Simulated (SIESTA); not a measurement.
Runs of SIESTA 5.4.2 on WS4. The cell holds a slab with vacuum, 5 atoms: a = 3.184 Å, b = 3.184 Å, c = 45.782 Å, α = 90.00°, β = 90.00°, γ = 120.00°. 

```tsv
level	potentials or basis	gap on the mesh (eV)	largest force (eV/Å)
PBEsol	PseudoDojo 0.4 standard (PBEsol files), DZP (energy shift 0.003 Ry; two zetas on semicore shells)	none	0.29
WC	PseudoDojo 0.4 standard (PBEsol files), DZP (energy shift 0.003 Ry; two zetas on semicore shells)	none	0.36
PW91	PseudoDojo 0.4 standard (PBE files), DZP (energy shift 0.003 Ry; two zetas on semicore shells)	none	(b)
LDA	PseudoDojo 0.4 standard (LDA files), DZP (energy shift 0.003 Ry; two zetas on semicore shells)	none	0.03
AM05	PseudoDojo 0.4 standard (PBEsol files), DZP (energy shift 0.003 Ry; two zetas on semicore shells)	none	(a)
```

Alike in all rows: task single point; no spin polarisation; cell as given; k mesh 10 × 10 × 1; smearing fermi-dirac 0.05 eV; grid cutoff 800 Ry; energy shift 0.003 Ry.

Q: Estimate the missing entries.

A: (a) 0.23; (b) 0.69.

Caveats: the basis of atomic orbitals isn't converged, which shifts pressures, moduli and gaps; the potentials were made for another functional, which shifts forces and pressure (some runs).

A k mesh can miss the band edges, and the runs leave out spin-orbit coupling on W.

A gap of «none» marks a metal or a gap under the smearing width.

Runs at the PBE level aren't shown here.
